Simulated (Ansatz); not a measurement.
# CdHg5Te6: the cost of one run

Method: DFT PBE, scalar-relativistic, plane waves, PAW, unless a step names another level, in Ansatz 0.2.0.

1 further run of the same task is left out (set aside as unsound or not needed).

## 1. The starting structure

The structure is tetragonal, space group P4/mmm (No. 123). The conventional cell has a = 4.334 Å, b = 4.334 Å, c = 18.465 Å, α = 90.00°, β = 90.00°, γ = 90.00°. Cd (site symmetry 4/mmm) has 6 Te at 3.00 to 3.06 Å as nearest neighbours. Hg (site symmetry 4/mmm) is surrounded by 6 Te at 3.06 to 3.12 Å. Hg (site symmetry 4mm) is surrounded by 6 Te at 3.07 to 3.16 Å. Around Hg (site symmetry 4mm) lie 6 Te at 3.04 to 3.07 Å. Around Te (site symmetry 4mm) lie 6 Hg at 3.04 to 3.12 Å. Te (site symmetry 4mm) has 1 Cd at 3.00 Å and 5 Hg at 3.07 to 3.16 Å as nearest neighbours. Te (site symmetry 4/mmm) is surrounded by 2 Hg at 3.06 Å and 4 Cd at 3.06 Å. Around Te (site symmetry 4/mmm) lie 6 Hg at 3.06 to 3.07 Å.

Coordinates:

```cif
data_structure
_symmetry_space_group_name_H-M 'P 1'
_symmetry_Int_Tables_number 1
_cell_length_a 4.3342
_cell_length_b 4.3342
_cell_length_c 18.4648
_cell_angle_alpha 90.000
_cell_angle_beta 90.000
_cell_angle_gamma 90.000
_cell_volume 346.86
loop_
_atom_site_label
_atom_site_type_symbol
_atom_site_fract_x
_atom_site_fract_y
_atom_site_fract_z
_atom_site_occupancy
Cd1 Cd 0.50000 0.50000 0.50000 1
Hg1 Hg 0.00000 0.00000 0.00000 1
Hg2 Hg 0.50000 0.50000 0.16630 1
Hg3 Hg 0.00000 0.00000 0.33409 1
Hg4 Hg 0.00000 0.00000 0.66591 1
Hg5 Hg 0.50000 0.50000 0.83370 1
Te1 Te 0.00000 0.00000 0.16920 1
Te2 Te 0.50000 0.50000 0.33757 1
Te3 Te 0.00000 0.00000 0.50000 1
Te4 Te 0.50000 0.50000 0.66243 1
Te5 Te 0.00000 0.00000 0.83080 1
Te6 Te 0.50000 0.50000 0.00000 1
```

The cell was relaxed beforehand at this level, from a generated guess; it is a trial structure. At a tolerance of 0.05 Å it has space group P4/mmm (No. 123); it has 28.91 Å³/atom, an uncorrected energy of -0.07 eV/atom over the elements.

## 2. Bands, states and charges

Input file input.yaml:

```yaml
crystal:
  lattice:
    - [4.3341753048, 0.0, 0.0]
    - [0.0, 4.3341753048, 0.0]
    - [0.0, 0.0, 18.4648463346]
  atoms:
    - { symbol: Cd, position: [0.5, 0.5, 0.5] }
    - { symbol: Hg, position: [0.0, 0.0, 0.0] }
    - { symbol: Hg, position: [0.5, 0.5, 0.1662992083] }
    - { symbol: Hg, position: [0.0, 0.0, 0.334091503] }
    - { symbol: Hg, position: [0.0, 0.0, 0.665908497] }
    - { symbol: Hg, position: [0.5, 0.5, 0.8337007917] }
    - { symbol: Te, position: [0.0, 0.0, 0.169195167] }
    - { symbol: Te, position: [0.5, 0.5, 0.3375659257] }
    - { symbol: Te, position: [0.0, 0.0, 0.5] }
    - { symbol: Te, position: [0.5, 0.5, 0.6624340743] }
    - { symbol: Te, position: [0.0, 0.0, 0.830804833] }
    - { symbol: Te, position: [0.5, 0.5, 0.0] }
basis:
  ecutwfc: 420
kpoints:
  mp_grid: { grid: [10, 10, 2] }
  band_path:
    path:
      - [[0.0, 0.0, 0.0], [0.0, 0.5, 0.0], [0.5, 0.5, 0.0], [0.0, 0.0, 0.0], [0.0, 0.0, 0.5], [0.0, 0.5, 0.5], [0.5, 0.5, 0.5], [0.0, 0.0, 0.5]]
      - [[0.0, 0.5, 0.0], [0.0, 0.5, 0.5]]
      - [[0.5, 0.5, 0.0], [0.5, 0.5, 0.5]]
    npoints: 10
hamiltonian:
  xc: pbe
scf:
  occupations: { method: gaussian, width: 0.1 }
  n_extra_bands: 30
output:
  forces: true
  stress: true
  eigenvalues: true
  populations: true
  dos: { projected: true, de: 0.02, nscf_kmesh: { grid: [12, 12, 3] } }
  bader: false
  write_density: true
  write_potential: true
  elf: true
  volumetric_format: npy
```

On the command line:

```
$ ansatz run input.yaml --threads 1 --pin off --max-ram 2560MiB --backend cpu --events-out ev --progress --plain --runs-dir out
```

**Question.** How long does this run take on 1 thread of Arm Neoverse V1, shared host, and how much memory does it need?

About 8.4 min, with a peak of 2 GiB.
